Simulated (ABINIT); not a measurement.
## WC (Qusongite): band structure with PBE

Crystal: WC (Qusongite).

```
W C
1.0
     2.90650    0.00000    0.00000
    -1.45325    2.51710    0.00000
     0.00000    0.00000    2.83660
W C
1 1
Cartesian
  0.0000 0.0000 0.0000
  1.4533 0.8390 1.4183
```

```json
{"Program": "ABINIT 10.8.3 (patched build)", "Task": "band structure", "Functional": "PBE", "Potentials or basis": "SPMS NC PBE v1.0", "Cutoff": "952 eV", "k mesh": "10 × 10 × 9", "Occupations": "fermi-dirac, width 0.05 eV", "Spin": "no spin polarisation"}
```

| Item | Value |
| --- | --- |
| Pressure | 5.4 GPa |
| Band gap on the k mesh | none (metal or under the smearing width) |
| Valence electrons inside the program's atomic spheres | W 10.17; C 4.09 |

Stress tensor (GPa, compression positive):
```
5.60 0.00 0.00
0.00 5.60 0.00
0.00 0.00 4.91
```

Levels at the corners of the path, in eV from the Fermi level:
```tsv
point	band 6	band 7	band 8	band 9	band 10	band 11	band 12	band 13
Γ	-4.31	-3.34	-3.34	0.07	3.24	3.24	5.61	5.61
M	-7.04	-3.63	-3.57	-0.48	2.35	4.54	4.88	6.86
K	-6.58	-4.56	-3.46	0.63	0.98	2.05	3.22	9.18
Γ	-4.31	-3.34	-3.34	0.07	3.24	3.24	5.61	5.61
A	-8.65	-2.02	-2.02	-0.58	-0.58	3.66	4.53	4.53
L	-6.46	-4.33	-4.20	0.29	4.44	5.30	6.64	9.18
H	-7.22	-5.40	-1.62	-0.65	4.40	6.38	7.59	9.14
A	-8.65	-2.02	-2.02	-0.58	-0.58	3.66	4.53	4.53
```

It took 99 s on 1 thread of Arm Neoverse N1 (shared host), peak memory 0.11 GiB.

Caveat: spin-orbit coupling is left out, which moves the levels of the heavy elements.
